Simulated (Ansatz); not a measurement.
The structure comes from a relaxation in the same program, started in the hcp type, and has space group P6_3/mmc. Whether it is a known phase or the ground state wasn't checked.

Input and log of a run on Pd: DFT, PBE, all-electron LAPW, scalar-relativistic (Ansatz 0.2.0).

```yaml
crystal:
  lattice:
    - [2.7741436858, 0.0, 0.0]
    - [-1.3870718429, 2.4024789057, 0.0]
    - [0.0, 0.0, 4.6263075777]
  atoms:
    - { symbol: Pd, position: [0.3333333333, 0.6666666667, 0.25] }
    - { symbol: Pd, position: [0.6666666667, 0.3333333333, 0.75] }
kpoints:
  mp_grid: { grid: [15, 15, 8] }
  band_path:
    path:
      - [0.0, 0.0, 0.0]
      - [0.5, 0.0, 0.0]
      - [0.3333333333, 0.3333333333, 0.0]
      - [0.0, 0.0, 0.0]
      - [0.0, 0.0, 0.5]
      - [0.5, 0.0, 0.5]
      - [0.3333333333, 0.3333333333, 0.5]
      - [0.0, 0.0, 0.5]
      - [0.5, 0.0, 0.5]
    npoints: 8
scf:
  occupations: { method: fermi_dirac, width: 0.08 }
hamiltonian:
  xc: pbe
  pseudopotentials: { kind: all_electron, lapw: { basis_error: 0.00025 } }
output:
  forces: true
  stress: true
  eigenvalues: true
  populations: true
  dos: { projected: true, de: 0.2, e_range: [-14, 8] }
```

What the program printed:

```
Pd: projections on atomic orbitals take those of the free atom 1s2 2s2 2p6 3s2 3p6 3d10 4s2 4p6 4d10, of charge +0.00 (hamiltonian.pseudopotentials.projection_atoms)
LAPW: plane waves up to 8.884 Å⁻¹, error target 2.5e-4 eV per atom; small_component_spin mean_spin; Pd in spheres of 1.387 Å, 28 of its electrons in bands, Dirac shells []
Engine: ansatz 0.2.0
Pseudopotentials: kind: all_electron
Pseudopotential: Pd, LAPW, valence charge 28, Koelling and Harmon's equation, gaussian nucleus
Functional definition: PBE
  parameter kappa = 0.804
  parameter beta = 0.06672455060314922
  exchange = pbe_x(kappa = kappa, mu = beta*pi^2/3)
  correlation = pbe_c(beta = beta)
Crystal: 2 atoms, lattice volume = 30.834 Å³
Basis set: ecut = 300.7371935672205 eV, 373 PW (Γ), exchange–correlation at level 2
Bands: 34, of which v1, the nominal top of the filled ones, is band 28 counted from 1 (27 counted from 0)
Symmetry: 24 space group operations
Space group: P63/mmc (ITA 194), of the structure as read, at distance tolerance 3.1e-5 Å
k-points: 135 of 1800
Non-local potential: Pd, projectors of the file, none
Initial density: superposition of atomic densities (chi_scale 0.1, normalization cell)
Initial wavefunctions: plane waves of lowest kinetic energy (no species holds an atomic orbital)
Functional: x = pbe(κ = 0.804, μ = 0.2195149727645171), c = pbe(β = 0.06672455060314922)
iter 1 solved again at ethr=7.87e-4 eV; its pass at ethr=1.00e-1 eV (dr2=4.41e-1 eV) is discarded
SCF iter   1: F=—  HF=-274615.177484 eV  |F-HF|=—  |Δ(HF+E_count)|=         —  Δρ=4.98e-2  dr2=4.42e-1  ethr=7.87e-4  ⟨swp⟩=2.5  Hψ=28890  notcnv=0
preconditioner: auto → LDOS  [metal: Δε(μ)=0.001 eV  Ē_g=11.234 eV  σ=0.080 eV  W_gap=0.00  n_scr=22 (ndim 8)  ℏωp=29.9 eV  f_vac=0.011  D(μ)=4.67/eV (n_scr^D=72)  β→1.0]
SCF iter   2: F=—  HF=-274616.267569 eV  |F-HF|=—  |Δ(HF+E_count)|=    1.09e0  Δρ=2.18e-2  dr2=7.53e-2  ethr=7.87e-4  ⟨swp⟩=3.0  Hψ=14408  notcnv=0
preconditioner: auto → Kerker (q_TF=auto, 3.014 Å⁻¹)  [metal: Δε(μ)=0.010 eV  Ē_g=12.740 eV  σ=0.080 eV  W_gap=0.03  n_scr=22 (ndim 8)  ℏωp=29.9 eV  f_vac=0.000  D(μ)=4.67/eV (n_scr^D=72)  β→0.5]
SCF iter   3: F=—  HF=-274613.369541 eV  |F-HF|=—  |Δ(HF+E_count)|=    2.90e0  Δρ=9.39e-3  dr2=1.69e-2  ethr=1.34e-4  ⟨swp⟩=3.0  Hψ=15368  notcnv=0
SCF iter   4: F=—  HF=-274613.345422 eV  |F-HF|=—  |Δ(HF+E_count)|=         —  Δρ=5.01e-3  dr2=7.45e-3  ethr=3.02e-5  ⟨swp⟩=3.0  Hψ=14293  notcnv=0
the basis was enlarged: its passes take 320.1 KiB over the memory plan, 1 of 1 planned eigensolver slots
iter 5 solved again at ethr=1.23e-6 eV; its pass at ethr=1.33e-5 eV (dr2=6.90e-4 eV) is discarded
SCF iter   5: F=—  HF=-274613.348559 eV  |F-HF|=—  |Δ(HF+E_count)|=   3.14e-3  Δρ=1.46e-3  dr2=6.90e-4  ethr=1.23e-6  ⟨swp⟩=2.0  Hψ=22576  notcnv=0
SCF iter   6: F=—  HF=-274613.348616 eV  |F-HF|=—  |Δ(HF+E_count)|=   5.70e-5  Δρ=4.59e-4  dr2=4.50e-5  ethr=1.23e-6  ⟨swp⟩=2.0  Hψ=13255  notcnv=0
SCF iter   7: F=—  HF=-274613.348585 eV  |F-HF|=—  |Δ(HF+E_count)|=   3.02e-5  Δρ=1.74e-4  dr2=5.38e-6  ethr=8.04e-8  ⟨swp⟩=2.0  Hψ=13255  notcnv=0
SCF iter   8: F=—  HF=-274613.348588 eV  |F-HF|=—  |Δ(HF+E_count)|=   2.34e-6  Δρ=3.38e-5  dr2=2.73e-7  ethr=9.61e-9  ⟨swp⟩=2.4  Hψ=13320  notcnv=0
SCF iter   9: F=-274613.348588 eV  HF=-274613.348588 eV  |F-HF|=1.28e-9  |Δ(HF+E_count)|=   2.56e-9  Δρ=6.58e-6  dr2=1.29e-8  ethr=4.88e-10  ⟨swp⟩=2.0  Hψ=13258  notcnv=0
SCF 1 converged in 9 iterations: F = -274613.348588 eV  dr2 = 1.29e-8
NSCF: frozen V_eff on 65 k-points
SCF converged after 9 iterations
Free energy (F): -274613.348588 eV
Harris-Foulkes:  -274613.348588 eV  (|F-HF|=1.28e-9)
Internal energy: -274613.249933 eV  (E = F + TS)
E sigma→0 (E₀):  -274613.299260 eV
Entropy (-TS):   -0.098655 eV (-49.327 meV/atom)
Fermi energy:    20.294286 eV
--- Per-component energies (eV) ---
  E_band       = -6328.237521
  E_kinetic    = 286592.271288
  E_xc         = -7845.009495
  E_electrostatic = -553360.511725  (all electrons and nuclei)
  E_smearing   = -0.098655  (= −TS)
  E_closure    = 0.000000  (closes the sum)
  E_atoms      = -274605.924169  (free atoms, spherical and without spin; not in F)
  Σ components = -274613.348588   (vs F -274613.348588, Δ=0.00e0)
  Basis errors (estimates in eV, not in F): energy 6.2e-5 per atom: plane waves 4.9e-5 (2.5e-5 summed), levels above the bands 1.3e-74, relativity 6.7e-9, radial functions 1.3e-5, core shells 4.2e-8; eigenvalues (radial functions only) 9.9e-8; not estimated: angular momenta, meshes, grids; target (lapw.basis_error) 2.5e-4; muffin-tin radii Pd 1.387 Å
--- Forces (eV/Å), atoms counted from 1 ---
  atom   1  Pd    -0.00000000     0.00000000     0.00000000
  atom   2  Pd     0.00000000    -0.00000000    -0.00000000
  max |Σ_I F_I| component: 2.31e-18 eV/Å
--- Stress (GPa, compression-positive) ---
       -0.124497       0.000000      -0.000000
        0.000000      -0.124497      -0.000000
       -0.000000      -0.000000      -0.084632
  P = ⅓ Tr σ = -0.1112 GPa (-1.112 kbar)
--- Band table (eV; the first three rows and the last of 135) ---
  k-point 0: bands = ["-303.9250", "-303.9250", "-303.9250", "-303.9250", "-303.9021", "-303.9021", "-303.8942", "-303.8942", "-303.8942", "-303.8942", "-63.6943", "-63.6540", "-29.5326", "-29.2852", "-29.2852", "-29.2405", "-29.2405", "-29.2024", "13.4571", "15.2921", "17.5164", "17.7252", "17.7252", "18.0535", "18.0535", "18.7174", "18.7174", "20.0522", "20.0522", "21.2018", "26.9405", "37.2411", "38.7336", "39.5528"]
  k-point 1: bands = ["-303.9250", "-303.9250", "-303.9250", "-303.9250", "-303.9021", "-303.9021", "-303.8942", "-303.8942", "-303.8942", "-303.8942", "-63.6927", "-63.6555", "-29.5202", "-29.2835", "-29.2835", "-29.2422", "-29.2422", "-29.2152", "13.5889", "15.3135", "17.4815", "17.6939", "17.6939", "18.0128", "18.0128", "18.8155", "18.8155", "20.0353", "20.0353", "20.6028", "27.7442", "36.9743", "38.9099", "39.2576"]
  k-point 2: bands = ["-303.9250", "-303.9250", "-303.9250", "-303.9250", "-303.9021", "-303.9021", "-303.8942", "-303.8942", "-303.8942", "-303.8942", "-63.6884", "-63.6599", "-29.4849", "-29.2787", "-29.2787", "-29.2515", "-29.2470", "-29.2470", "13.9658", "15.3532", "17.4020", "17.6448", "17.6448", "17.9098", "17.9098", "19.0541", "19.0541", "19.4071", "19.9711", "19.9711", "29.5609", "36.4887", "38.6260", "38.7499"]
  k-point 134: bands = ["-303.9250", "-303.9250", "-303.9250", "-303.9250", "-303.9021", "-303.9021", "-303.8942", "-303.8942", "-303.8942", "-303.8942", "-63.6374", "-63.6374", "-29.5101", "-29.5101", "-29.4644", "-29.4644", "-29.2811", "-29.2811", "16.4621", "16.4621", "16.8817", "16.8817", "17.6608", "17.6608", "18.5796", "18.5796", "20.1141", "20.1141", "27.1042", "27.1042", "28.8243", "28.8243", "29.3983", "29.3983"]
--- Löwdin populations: 2 sites ---
  site symbol       q [e]
     0     Pd     45.3825
     1     Pd     45.3825
  spilling = 0.013423 (of n_electrons = 92.000000)
```

Spin polarisation is left out, and whether a magnetic state lies lower isn't shown here.
